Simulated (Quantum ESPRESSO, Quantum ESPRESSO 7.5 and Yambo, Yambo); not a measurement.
**GaP (F-43m): dielectric function and energy loss**

Aim: the dielectric function and the loss function of GaP (F-43m), with and without local fields.

Program: Quantum ESPRESSO 7.5 and Yambo 5.3.0. Level of theory: PBE and many-body steps on it, plane waves. Results are calculated unless marked as measured.

**1. Set-up**

The structure is cubic, space group F-43m (No. 216). The conventional cell has a = 5.450 Å, b = 5.450 Å, c = 5.450 Å, α = 90.00°, β = 90.00°, γ = 90.00°. Nearest to Ga lie 4 P at 2.36 Å. Nearest to P lie 4 Ga at 2.36 Å. Farther neighbours are not listed.

The cell and positions come from the Crystallography Open Database and are kept as given unless a step says otherwise.

**2. Empty states on the mesh, 6×6×6 mesh, 50 bands**

This step: Quantum ESPRESSO 7.5; DFT, PBE, plane waves, norm-conserving pseudopotentials.

The sums over transitions need many empty states on a uniform mesh; this step solves for them.

File pw.in:

```
&control
  calculation = 'nscf'
  prefix = 'x'
  outdir = 'o'
  pseudo_dir = 'pseudo'
/
&system
  ibrav = 0
  nat = 2
  ntyp = 2
  ecutwfc = 104.0
  nbnd = 50
  force_symmorphic = .true.
/
&electrons
  conv_thr = 1e-9
  electron_maxstep = 80
  diago_full_acc = .true.
  diago_thr_init = 5e-6
/
ATOMIC_SPECIES
  Ga 69.723 Ga.upf
  P 30.974 P.upf
CELL_PARAMETERS angstrom
  0.0000000000 2.7252500000 2.7252500000
  2.7252500000 0.0000000000 2.7252500000
  2.7252500000 2.7252500000 0.0000000000
ATOMIC_POSITIONS crystal
  Ga 0.0000000000 0.0000000000 0.0000000000
  P 0.2500000000 0.2500000000 0.2500000000
K_POINTS automatic
  6 6 6 0 0 0
```

On the command line:

```console
$ OMP_NUM_THREADS=1 mpirun -n 4 pw.x -nk 4 -in pw.in > pw.out
```

The program printed:

```text
Program PWSCF v.7.5 starts

     This program is part of the open-source Quantum ESPRESSO suite
     for quantum simulation of materials; please cite
         "P. Giannozzi et al., J. Phys.:Condens. Matter 21 395502 (2009);
         "P. Giannozzi et al., J. Phys.:Condens. Matter 29 465901 (2017);
         "P. Giannozzi et al., J. Chem. Phys. 152 154105 (2020);
     in publications or presentations arising from this work. More details at

     Atomic positions and unit cell read from directory:
     o/x.save/

     Message from routine setup:
[...]
52.9837  52.9877

          k = 0.2357 0.2357-0.2357 (  4879 PWs)   bands (ev):

[...]
38.1964  38.1964  38.9523  40.8233  43.8023  43.8023  44.0757  45.1115
    45.1115  46.5050  46.7941  49.3773  49.3773  51.1439  51.1439  51.5807
    53.5134  53.5134

          k =-0.3536-0.3536 0.3536 (  4910 PWs)   bands (ev):

     [... further k-points ...]

     highest occupied, lowest unoccupied level (ev):     8.2046    9.8577

     XML data file, pseudopotentials, collected wavefunctions

=------------------------------------------------------------------------------=
   JOB DONE.
=------------------------------------------------------------------------------=
```

Elapsed: 5.2 s, on 4 MPI ranks of Arm Neoverse V2, shared host; peak memory 0.3 GiB; 21 s of CPU time.

Numbers from this step:

```
gap                                                           : 1.653 eV
k of the valence top                                          : 0, 0, 0
k of the conduction bottom                                    : 0, -0.5, -0.5
least direct gap                                              : 1.818 eV
k points computed                                             : 16
lowest point of the top converged band, above the valence top : 44.48 eV
```

On this mesh the gap is 1.653 eV.

The density comes from a self-consistent run that is not shown.

**3. Conversion and set-up**

This step: Yambo 5.3.0; conversion and set-up on PBE, plane waves, norm-conserving pseudopotentials.

The states are converted to the many-body program's format and the q mesh is built.

On the command line:

```console
$ (cd o/x.save; p2y > p2y.log; mv SAVE ../..); yambo > setup.log
```

The program printed:

```text
 Yambo, version 5.3.0

 [02] CORE Variables Setup
 =========================

  [02.01] Unit cells
  ==================

  Cell kind             :  FCC
  Atoms in the cell     :  Ga  P
  number of Ga atoms    :  1
  number of P  atoms    :  1

  List of atomic masses
  Mass of Ga    :  69.72300
  Mass of P     :  30.97400

  List of atomic coordinates    : [cc]
  Ga1       :  0.000000  0.000000  0.000000  order 1
  P1       :  2.574988  2.574988  2.574988  order 2

  Alat factors          :  5.149976  5.149976  5.149976 [a.u.]
  Direct lattice volume :  273.1780 [a.u.]
[...]
Q [ 1]         [rlu]:  0.000000  0.000000  0.000000
 Q [ 2]         [rlu]:  0.25176E-17  0.25176E-17  0.16667
 Q [ 3]         [rlu]:  0.50351E-17  0.50351E-17  0.33333
[...]
Q [ 8]         [rlu]:  0.51853E-17  0.16667     -0.33333
 Q [ 9]         [rlu]: -0.32791E-16  0.16667     -0.16667
 Q [10]         [rlu]:  0.25050E-16  0.33333      0.33333
     [... 4 further rows ...]
 Q [15]         [rlu]:  0.166667  0.333333 -0.333333
 Q [16]         [rlu]:  0.166667 -0.500000 -0.333333

  [03.01] X indexes
  =================

   [03.01.01] Sigma indexes
   ========================

 [06] Game Over & Game summary
```

Elapsed: 2.9 s, on 1 MPI rank; peak memory 0.25 GiB.

**4. RPA response with local fields**

The response function is computed on a frequency grid, with local fields up to the given cutoff.

This step: RPA response with local fields on PBE, plane waves, norm-conserving pseudopotentials.

File optics1.in:

```
optics
chi
dipoles
Chimod= "HARTREE"
% QpntsRXd
 1 | 4 |
%
% BndsRnXd
 1 | 50 |
%
NGsBlkXd= 3 Ry
% EnRngeXd
 0 | 30 | eV
%
% DmRngeXd
 0.2 | 0.2 | eV
%
ETStpsXd= 301
% LongDrXd
 1 | 0 | 0 |
%
```

On the command line:

```console
$ OMP_NUM_THREADS=1 mpirun -n 4 yambo -F optics1.in -J optics1 -C optics1 > optics1.log
```

The program printed:

```text
 Yambo, version 5.3.0

 [02] CORE Variables Setup
 =========================

  [... cell, symmetries and grids as in the set-up ...]

  [02.05] Energies & Occupations
  ==============================

  [X] === General ===
  [X] Electronic Temperature                        :  0.000000  0.000000 [eV K]
  [X] Bosonic    Temperature                        :  0.000000  0.000000 [eV K]
  [X] Finite Temperature mode                       : no
  [X] El. density                                   :  0.64228E+24 [cm-3]
  [X] Fermi Level                                   :  8.204632 [eV]

  [X] === Gaps and Widths ===
  [X] Conduction Band Min                           :  1.653057 [eV]
  [X] Valence Band Max                              :  0.000000 [eV]
  [X] Filled Bands                                  :  13
  [X] Empty Bands                                   :   14   50
  [X] Direct Gap                                    :  1.817541 [eV]
  [X] Direct Gap localized at k                     :  1
  [X] Indirect Gap                                  :  1.653057 [eV]
  [X] Indirect Gap between kpts                     :   1  13
  [X] Last valence band width                       :  3.261237 [eV]
  [X] 1st conduction band width                     :  2.255514 [eV]

 [03] Transferred momenta grid and indexing
 ==========================================

 IBZ Q-points                                      :  16
 BZ  Q-points                                      :  216

 K/Q-points units:
 rlu = crystal or reduced units; cc = cartesian coordinates; iku = interal k-units

 Q [ 1]         [rlu]:  0.000000  0.000000  0.000000
 Q [ 2]         [rlu]:  0.25176E-17  0.25176E-17  0.16667
 Q [ 3]         [rlu]:  0.50351E-17  0.50351E-17  0.33333
 Q [ 4]         [rlu]:  0.51853E-17  0.51853E-17 -0.50000
 Q [ 5]         [rlu]:  0.12525E-16  0.16667      0.16667
 Q [ 6]         [rlu]:  0.25267E-16  0.16667      0.33333
 Q [ 7]         [rlu]: -0.26970E-17  0.16667      0.50000
 Q [ 8]         [rlu]:  0.51853E-17  0.16667     -0.33333
 Q [ 9]         [rlu]: -0.32791E-16  0.16667     -0.16667
 Q [10]         [rlu]:  0.25050E-16  0.33333      0.33333
     [... 4 further rows ...]
 Q [15]         [rlu]:  0.166667  0.333333 -0.333333
 Q [16]         [rlu]:  0.166667 -0.500000 -0.333333

 [04] Dipoles
 ============

  [04.01] Setup: observables and procedures
  =========================================

  [WARNING] [r,Vnl^pseudo] included in position and velocity dipoles.

  [WARNING] In case H contains other non local terms, these are neglected

 [05] Optics
 ===========

 [08] Game Over & Game summary
```

It took 37 s on 4 MPI ranks; peak memory 1.5 GiB.

Numbers from this step:

```
ε at zero frequency           : 12.18
the same without local fields : 13.31
loss peak                     : 16.2 eV
```

The static value is 12.18.

The ε₂ has structure finer than the step of the table below, so its rows give means over 1 eV, whole bins alone (the curve runs from 0 to 30 eV). Peaks (eV: height): HARTREE 2.8: 24.6, 4.4: 33.3; no local fields 2.8: 25.7, 4.4: 38.0.

Broadening 0.2 eV; field along x. Table of ε₂ by energy; means over each step:

```
energy (eV)  HARTREE  no local fields
          1     1.01             1.11
          2     4.23             4.56
          3     12.8             13.5
          4     18.9             23.4
          5     12.3             12.5
          6     6.40             7.87
          7     6.07             6.79
          8     4.30             3.88
          9     1.84             1.62
         10     1.49             1.59
         11     1.29             1.15
         12    0.913            0.690
         13    0.612            0.505
         14    0.539            0.432
         15    0.502            0.372
         16    0.318            0.228
         17    0.329            0.251
         18    0.308            0.230
         19    0.386            0.286
         20    0.274            0.225
         21    0.197            0.149
         22    0.214            0.176
         23    0.189            0.161
         24    0.165            0.113
         25    0.138            0.108
         26    0.153            0.139
         27    0.154            0.134
         28    0.152            0.138
         29    0.124            0.105
```

The loss function, HARTREE has structure finer than the step of the table below, so its rows give means over 1 eV, whole bins alone (the curve runs from 0 to 30 eV). Peaks (eV: height): 14.7: 2.13, 16.2: 3.52, 19.7: 2.06.

Broadening 0.2 eV; field along x. The loss function, HARTREE by energy loss; means over each step:

```
energy loss (eV)  loss function, HARTREE
               1                 0.00536
               2                  0.0146
               3                  0.0489
               4                  0.0321
               5                  0.0664
               6                   0.139
               7                   0.146
               8                   0.135
               9                   0.158
              10                   0.352
              11                   0.416
              12                   0.471
              13                   0.794
              14                    1.27
              15                    1.77
              16                    2.89
              17                    2.55
              18                    1.96
              19                    1.62
              20                    1.75
              21                    1.20
              22                   0.797
              23                   0.702
              24                   0.557
              25                   0.386
              26                   0.359
              27                   0.355
              28                   0.344
              29                   0.282
```

The Im eps has structure finer than the step of the table below, so its rows give means over 1 eV, whole bins alone (the curve runs from 0 to 30 eV). Peaks (eV: height): HARTREE 5.2: 13.6, 6.3: 13.6; no local fields 5.1: 17.5.

Broadening 0.2 eV; momentum transfer q number 2. Table of Im eps by energy; means over each step:

```
energy (eV)  HARTREE  no local fields
          1    0.228            0.283
          2    0.378            0.468
          3     1.63             2.09
          4     5.18             6.38
          5     11.3             14.6
          6     12.8             14.9
          7     8.27             7.91
          8     3.43             3.40
          9     2.15             2.38
         10     2.43             2.44
         11     1.87             1.53
         12     1.12            0.928
         13    0.756            0.630
         14    0.562            0.487
         15    0.492            0.383
         16    0.425            0.302
         17    0.382            0.270
         18    0.364            0.262
         19    0.364            0.298
         20    0.285            0.227
         21    0.203            0.147
         22    0.211            0.175
         23    0.206            0.171
         24    0.162            0.114
         25    0.143            0.110
         26    0.160            0.139
         27    0.146            0.132
         28    0.148            0.132
         29    0.118            0.104
```

Broadening 0.2 eV; momentum transfer q number 2. Table of -Im 1/eps, HARTREE by energy loss; read off at these points:

```
energy loss (eV)  -Im 1/eps, HARTREE
             0.0             0.00428
             1.0             0.00458
             2.0             0.00585
             3.0              0.0123
             4.0              0.0393
             5.0              0.0500
             6.0              0.0725
             7.0              0.0959
             8.0               0.149
             9.0               0.306
            10.0               0.326
            11.0               0.379
            12.0               0.428
            13.0               0.634
            14.0                1.28
            15.0                2.03
            15.8                2.54
            16.0                2.36
            16.7                2.47
            17.0                2.37
            18.0                1.90
            19.0                1.66
            19.5                1.85
            20.0                1.72
            21.0                1.17
            22.0               0.782
            23.0               0.698
            24.0               0.533
            25.0               0.369
            26.0               0.330
            27.0               0.336
            28.0               0.366
            29.0               0.272
            30.0               0.182
```

The Im eps has structure finer than the step of the table below, so its rows give means over 1 eV, whole bins alone (the curve runs from 0 to 30 eV). Peaks (eV: height): HARTREE 6.9: 7.10, 8.0: 7.62, 9.3: 5.64; no local fields 6.8: 9.62, 7.9: 9.52, 9.2: 6.47.

Broadening 0.2 eV; momentum transfer q number 3. Table of Im eps by energy; means over each step:

```
energy (eV)  HARTREE  no local fields
          1   0.0847            0.112
          2    0.122            0.166
          3    0.283            0.388
          4    0.685            0.929
          5     1.91             2.58
          6     3.48             5.04
          7     6.25             8.64
          8     6.53             7.78
          9     4.89             5.54
         10     4.81             4.28
         11     2.74             2.46
         12     1.91             1.56
         13     1.20            0.994
         14     1.04            0.946
         15    0.995            0.885
         16    0.751            0.569
         17    0.615            0.452
         18    0.436            0.322
         19    0.391            0.364
         20    0.338            0.287
         21    0.302            0.223
         22    0.269            0.222
         23    0.250            0.190
         24    0.187            0.131
         25    0.157            0.127
         26    0.157            0.147
         27    0.157            0.140
         28    0.163            0.142
         29    0.125            0.108
```

**5. Independent-particle response**

This step: independent-particle response on PBE, plane waves, norm-conserving pseudopotentials.

File optics2.in:

```
optics
chi
dipoles
Chimod= "IP"
% QpntsRXd
 1 | 1 |
%
% BndsRnXd
 1 | 50 |
%
NGsBlkXd= 1 RL
% EnRngeXd
 0 | 30 | eV
%
% DmRngeXd
 0.2 | 0.2 | eV
%
ETStpsXd= 301
% LongDrXd
 1 | 0 | 0 |
%
```

On the command line:

```console
$ OMP_NUM_THREADS=1 mpirun -n 4 yambo -F optics2.in -J optics2 -C optics2 > optics2.log
```

The program printed:

```text
 Yambo, version 5.3.0

 [02] CORE Variables Setup
 =========================

  [... cell, symmetries and grids as in the set-up ...]

  [02.05] Energies & Occupations
  ==============================

  [X] === General ===
  [X] Electronic Temperature                        :  0.000000  0.000000 [eV K]
  [X] Bosonic    Temperature                        :  0.000000  0.000000 [eV K]
  [X] Finite Temperature mode                       : no
  [X] El. density                                   :  0.64228E+24 [cm-3]
  [X] Fermi Level                                   :  8.204632 [eV]

  [X] === Gaps and Widths ===
  [X] Conduction Band Min                           :  1.653057 [eV]
  [X] Valence Band Max                              :  0.000000 [eV]
  [X] Filled Bands                                  :  13
  [X] Empty Bands                                   :   14   50
  [X] Direct Gap                                    :  1.817541 [eV]
  [X] Direct Gap localized at k                     :  1
  [X] Indirect Gap                                  :  1.653057 [eV]
  [X] Indirect Gap between kpts                     :   1  13
  [X] Last valence band width                       :  3.261237 [eV]
  [X] 1st conduction band width                     :  2.255514 [eV]

 [03] Transferred momenta grid and indexing
 ==========================================

 IBZ Q-points                                      :  16
 BZ  Q-points                                      :  216

 K/Q-points units:
 rlu = crystal or reduced units; cc = cartesian coordinates; iku = interal k-units

 Q [ 1]         [rlu]:  0.000000  0.000000  0.000000
 Q [ 2]         [rlu]:  0.25176E-17  0.25176E-17  0.16667
 Q [ 3]         [rlu]:  0.50351E-17  0.50351E-17  0.33333
[...]
Q [ 8]         [rlu]:  0.51853E-17  0.16667     -0.33333
 Q [ 9]         [rlu]: -0.32791E-16  0.16667     -0.16667
 Q [10]         [rlu]:  0.25050E-16  0.33333      0.33333
     [... 4 further rows ...]
 Q [15]         [rlu]:  0.166667  0.333333 -0.333333
 Q [16]         [rlu]:  0.166667 -0.500000 -0.333333

 [04] Dipoles
 ============

  [04.01] Setup: observables and procedures
  =========================================

  [WARNING] [r,Vnl^pseudo] included in position and velocity dipoles.

  [WARNING] In case H contains other non local terms, these are neglected

 [05] Optics
 ===========

 [08] Game Over & Game summary
```

Elapsed: 2.7 s, on 4 MPI ranks; peak memory 1.1 GiB; 6.6 s of CPU time.

This step gave:

```
ε at zero frequency : 13.31
loss peak           : 16.2 eV
```

The static value is 13.31.

The ε₂, IP has structure finer than the step of the table below, so its rows give means over 1 eV, whole bins alone (the curve runs from 0 to 30 eV). Peaks (eV: height): 2.8: 25.7, 4.4: 38.0.

Broadening 0.2 eV; field along x. The ε₂, IP by energy; means over each step:

```
energy (eV)  ε₂, IP
          1    1.11
          2    4.56
          3    13.5
          4    23.4
          5    12.5
          6    7.87
          7    6.79
          8    3.88
          9    1.62
         10    1.59
         11    1.15
         12   0.690
         13   0.505
         14   0.432
         15   0.372
         16   0.228
         17   0.251
         18   0.230
         19   0.286
         20   0.225
         21   0.149
         22   0.176
         23   0.161
         24   0.113
         25   0.108
         26   0.139
         27   0.134
         28   0.138
         29   0.105
```

(Part 1 of 3 ends here.)

[Paths, hosts, dates, memory and timing lines, banners, echoed tables and standing remarks are left out of the program output.]

[Logs are printed without paths, hosts, clocks, repeated set-up lines and the standing remarks that a program may print on its own settings, such as how far it seeks lower states.]

[Runs of the session that timed out or met a known fault of the program may be left out.]

[Hosts, paths, dates, database ids (printed as entryN), source tags and the programs' standing remarks are cut or masked in the printed files.]
